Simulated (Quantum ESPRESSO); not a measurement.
The system is CoO.

```xyz
2
Lattice="-1.5080 1.5080 2.1073 1.5080 -1.5080 2.1073 1.5080 1.5080 -2.1073" Properties=species:S:1:pos:R:3 pbc="T T T"
Co    0.0000    0.0000    0.0000
O     0.0000    0.0000    2.1073
```

Base run:

```yaml
Program: Quantum ESPRESSO 7.5
Functional: revPBE
Potentials_or_basis: PseudoDojo 0.4.1 SR PBEsol standard
Cutoff: 1306 eV
Density_cutoff: 5225 eV
k_mesh: 9 × 9 × 9
Occupations: gaussian, width 0.05 eV
Spin: collinear spin, ferromagnetic start
Starting_moments: "[3.0, 0.0] μB"
Hubbard_terms: Co d U = 2 eV
```

Its results: band gap on the k mesh none (metal or under the smearing width); pressure 5.5 GPa; net moment 3.00 μB per cell; site moments Co +2.58; O +0.31 μB.

After a change of settings the same cell gave: band gap on the k mesh none (metal or under the smearing width); pressure 1.3 GPa; net moment 3.00 μB per cell; site moments Co +2.57; O +0.32 μB. Which change was it?
A. functional from revPBE to PBE
B. functional from revPBE to RPBE
C. functional from revPBE to PBEsol
D. functional from revPBE to LDA

A.

PBE binds more tightly than revPBE, so the same cell stands under less pressure.

Caveats: the potentials were made for another functional, which shifts forces and pressure; a cell with one magnetic atom can't hold antiferromagnetic order, which such compounds often take.
